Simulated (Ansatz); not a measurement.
# HfO2: the cost of one run

Computed with Ansatz 0.2.0 (DFT, PBE, plane-wave PAW, default files, scalar-relativistic, frozen cores, as far as a step names no other, unless a step's input says otherwise).

### Step 1. The starting structure

It takes space group Pbca (No. 61, orthorhombic). The conventional cell has a = 5.060 Å, b = 10.017 Å, c = 5.228 Å, α = 90.00°, β = 90.00°, γ = 90.00°. Around Hf (site symmetry 1) lie 7 O at 2.06 to 2.21 Å. O (site symmetry 1) has 3 Hf at 2.06 to 2.18 Å as nearest neighbours. O (site symmetry 1) has 4 Hf at 2.12 to 2.21 Å as nearest neighbours.

As a file:

```cif
data_structure
_symmetry_space_group_name_H-M 'Pbca'
_symmetry_Int_Tables_number 61
_cell_length_a 5.0598
_cell_length_b 10.0172
_cell_length_c 5.2276
_cell_angle_alpha 90.000
_cell_angle_beta 90.000
_cell_angle_gamma 90.000
_cell_volume 264.96
loop_
_atom_site_label
_atom_site_type_symbol
_atom_site_symmetry_multiplicity
_atom_site_Wyckoff_symbol
_atom_site_fract_x
_atom_site_fract_y
_atom_site_fract_z
_atom_site_occupancy
Hf1 Hf 8 c 0.74660 0.88410 0.96560 1
O1 O 8 c 0.86200 0.79600 0.62000 1
O2 O 8 c 0.51000 0.97700 0.25000 1
```

The earlier run gave: gap on the mesh 4.36 eV, largest force 1.325 eV/Å, pressure 5.2 GPa.

The printed gradients, by site:

```tsv
site	atoms	first shell	V_zz (10²¹ V/m²)	η	C_Q (MHz)
Hf	1, 2, 3, 4, …	7 O at 2.06–2.21 Å	13.99	0.47	1139 (¹⁷⁷Hf)
O9	9, 10, 11, 12, …	3 Hf at 2.06–2.18 Å; also 2 Hf at 3.27–3.35 Å	-3.01	0.79	1.86 (¹⁷O)
O17	17, 18, 19, 20, …	4 Hf at 2.12–2.21 Å	-1.69	0.74	1.04 (¹⁷O)
```

C_Q = eQV_zz/h, which is 24.18 MHz for Q = 1 b and V_zz = 10²¹ V/m²; η = (V_xx − V_yy)/V_zz. Q values from Pyykkö, Mol. Phys. 116, 1328 (2018).

### Step 2. Z stretched by +2 %, ions relaxed

input.yaml reads:

```yaml
crystal:
  lattice:
    - [5.0598, 0.0, 0.0]
    - [0.0, 10.0172, 0.0]
    - [0.0, 0.0, 5.332152]
  atoms:
    - { symbol: Hf, position: [0.7451453815, 0.8845374889, 0.9648639292] }
    - { symbol: Hf, position: [0.2451453815, 0.6154625111, 0.0351360708] }
    - { symbol: Hf, position: [0.2548546185, 0.3845374889, 0.5351360708] }
    - { symbol: Hf, position: [0.7548546185, 0.1154625111, 0.4648639292] }
    - { symbol: Hf, position: [0.2548546185, 0.1154625111, 0.0351360708] }
    - { symbol: Hf, position: [0.7548546185, 0.3845374889, 0.9648639292] }
    - { symbol: Hf, position: [0.7451453815, 0.6154625111, 0.4648639292] }
    - { symbol: Hf, position: [0.2451453815, 0.8845374889, 0.5351360708] }
    - { symbol: O, position: [0.8705074914, 0.7907433626, 0.62401653] }
    - { symbol: O, position: [0.3705074914, 0.7092566374, 0.37598347] }
    - { symbol: O, position: [0.1294925086, 0.2907433626, 0.87598347] }
    - { symbol: O, position: [0.6294925086, 0.2092566374, 0.12401653] }
    - { symbol: O, position: [0.1294925086, 0.2092566374, 0.37598347] }
    - { symbol: O, position: [0.6294925086, 0.2907433626, 0.62401653] }
    - { symbol: O, position: [0.8705074914, 0.7092566374, 0.12401653] }
    - { symbol: O, position: [0.3705074914, 0.7907433626, 0.87598347] }
    - { symbol: O, position: [0.5028771638, 0.9764425996, 0.2617206517] }
    - { symbol: O, position: [0.0028771638, 0.5235574004, 0.7382793483] }
    - { symbol: O, position: [0.4971228362, 0.4764425996, 0.2382793483] }
    - { symbol: O, position: [0.9971228362, 0.0235574004, 0.7617206517] }
    - { symbol: O, position: [0.4971228362, 0.0235574004, 0.7382793483] }
    - { symbol: O, position: [0.9971228362, 0.4764425996, 0.2617206517] }
    - { symbol: O, position: [0.5028771638, 0.5235574004, 0.7617206517] }
    - { symbol: O, position: [0.0028771638, 0.9764425996, 0.2382793483] }
kpoints:
  mp_grid: { grid: [5, 3, 5] }
scf:
  occupations: { method: fermi_dirac, width: 0.02 }
hamiltonian:
  xc: pbe
  pseudopotentials: { kind: paw, frozen_core: stored }
output:
  forces: true
  stress: true
  populations: true
  efg: { quadrupole_moments_barn: { Hf: 3.365, O: -0.02558 } }
relax:
  f_tol: 0.02
  max_steps: 60
```

Command:

```bash
ansatz run input.yaml --threads 4 --pin off --max-ram 8192MiB --backend cpu --events-out ev --progress --plain --runs-dir out
```

**Question.** How long does this run take on 4 threads of AMD EPYC 9R45 (Zen 5), shared host, and how much memory does it need?

About 25 s, with a peak of 1.7 GiB.
